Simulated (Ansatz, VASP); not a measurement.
# ZnS: VASP beside Ansatz

```
CELL_PARAMETERS angstrom
3.73818 0.00000 0.00000
-1.86909 3.23736 0.00000
0.00000 0.00000 6.14276
ATOMIC_POSITIONS crystal
Zn 0.33333 0.66667 0.00059
Zn 0.66667 0.33333 0.50059
S 0.33333 0.66667 0.37441
S 0.66667 0.33333 0.87441
```

Alike in both runs: functional LDA; k mesh 9 × 9 × 6; occupations gaussian, width 0.02 eV; no spin polarisation.

Ansatz relaxed the structure, and its values are those at the end. VASP's run is a single point on that final structure, the one shown.

|  | VASP | Ansatz |
| --- | --- | --- |
| version | VASP 6.6.1 | Ansatz 0.2.0 |
| potentials or method | VASP PAW LDA potentials, release 64 (Zn, S) | scalar-relativistic, plane waves, PAW |
| plane-wave cutoff (eV) | 520 | 420 |
| valence electrons in the cell | 36 | 36 |

|  | VASP | Ansatz | Ansatz less VASP |
| --- | --- | --- | --- |
| gap on the k mesh at the Fermi level (eV) | 2.23 | 2.19 | -0.040 |
| least direct gap on the mesh (eV) | 2.23 | 2.19 | -0.040 |
| pressure (GPa) | 0.2 | 0.0 | -0.24 |

Ansatz warned: «pseudo_functional_mismatch».

LDA gaps usually lie below the measured ones, often by a third to a half.
